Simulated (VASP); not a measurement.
The system is MnO2.

```xyz
6
Lattice="4.4004 0.0000 0.0000 0.0000 4.4004 0.0000 0.0000 0.0000 2.8671" Properties=species:S:1:pos:R:3 pbc="T T T"
Mn    2.2002    2.2002    1.4335
Mn    0.0000    0.0000    0.0000
O     3.5420    0.8585    1.4335
O     3.0587    3.0587    0.0000
O     0.8585    3.5420    1.4335
O     1.3418    1.3418    0.0000
```

The cell is a database's computed one.

| Property | Result |
| --- | --- |
| Program | VASP 6.6.1 |
| Task | single point |
| Functional | PBE |
| Potentials or basis | VASP PAW PBE potentials, release 64 (Mn_pv, O) |
| Cutoff | 520 eV |
| k mesh | 6 × 6 × 9 |
| Occupations | fermi-dirac, width 0.05 eV |
| Spin | collinear spin, ferromagnetic start |
| Starting moments | [4.0, 4.0, 0.0, 0.0, 0.0, 0.0] μB |

On this cell: pressure 7.0 GPa; largest force 0.029 eV/Å; net moment 5.99 μB per cell; site moments Mn +2.69; O +0.10 μB; band gap on the k mesh none (metal or under the smearing width).

The same run follows on a disturbed copy (atoms moved at random, drawn with an rms of 0.05 Å):

```xyz
6
Lattice="4.4004 0.0000 0.0000 0.0000 4.4004 0.0000 0.0000 0.0000 2.8671" Properties=species:S:1:pos:R:3 pbc="T T T"
Mn    2.1573    2.1638    1.4078
Mn    0.0442   -0.0267   -0.0328
O     3.5859    0.8463    1.4938
O     3.0663    3.0924   -0.0437
O     0.8674    3.4941    1.4032
O     1.3359    1.2744    0.0326
```

**Question.** What changes?

**Answer.** The energy (extrapolated to zero smearing) moves by +32.4 meV/atom; pressure 7.6 GPa; largest force 1.777 eV/Å; net moment 5.99 μB per cell; site moments Mn +2.72, +2.66; O +0.10, +0.09 μB; band gap on the k mesh none (metal or under the smearing width).

Forces on the atoms (eV/Å):
```
Mn   1.583  0.508  0.627
Mn  -1.124 -0.326  0.717
O   -0.300  0.346 -1.181
O   -0.885 -1.030  0.393
O   -0.006 -0.077  0.190
O    0.732  0.580 -0.747
```

Stress tensor (GPa, compression positive):
```
 8.74  0.30  3.37
 0.30  7.97 -0.32
 3.37 -0.32  5.95
```

Caveats: semilocal functionals often make such compounds metallic where correlation or magnetic order opens a gap, which also shifts bond lengths; only a ferromagnetic start was run, and an antiferromagnetic order may lie lower in energy.
